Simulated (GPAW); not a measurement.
Ge:

```
CELL_PARAMETERS angstrom
-2.57449 2.57449 1.39741
2.57449 -2.57449 1.39741
2.57449 2.57449 -1.39741
ATOMIC_POSITIONS crystal
Ge 0.50000 0.50000 0.00000
Ge 0.25000 0.75000 0.50000
```

This isn't the form of Ge at room conditions, which is diamond.

Base run:

| Property | Result |
| --- | --- |
| Program | GPAW 26.7.0 |
| Functional | LDA |
| Potentials or basis | the program's PAW data sets (release 1.2.1) made for this functional |
| Cutoff | 450 eV |
| Basis | pw |
| k mesh | 9 × 9 × 9 |
| Occupations | fermi-dirac, width 0.05 eV |
| Spin | no spin polarisation |

Its results: band gap on the k mesh none (metal or under the smearing width); pressure -2.7 GPa.

The run is repeated on the same cell with these changes: functional from LDA to PBE; potentials or basis from the program's PAW data sets (release 1.2.1) made for this functional to GPAW PAW data sets (gpaw-data 1.2.1); cutoff from 450 eV to 500 eV. What comes out?

Band gap on the k mesh none (metal or under the smearing width); pressure 2.9 GPa.

Caveats: the cutoff is short for stress and forces, so pressures can be off by a GPa or more.
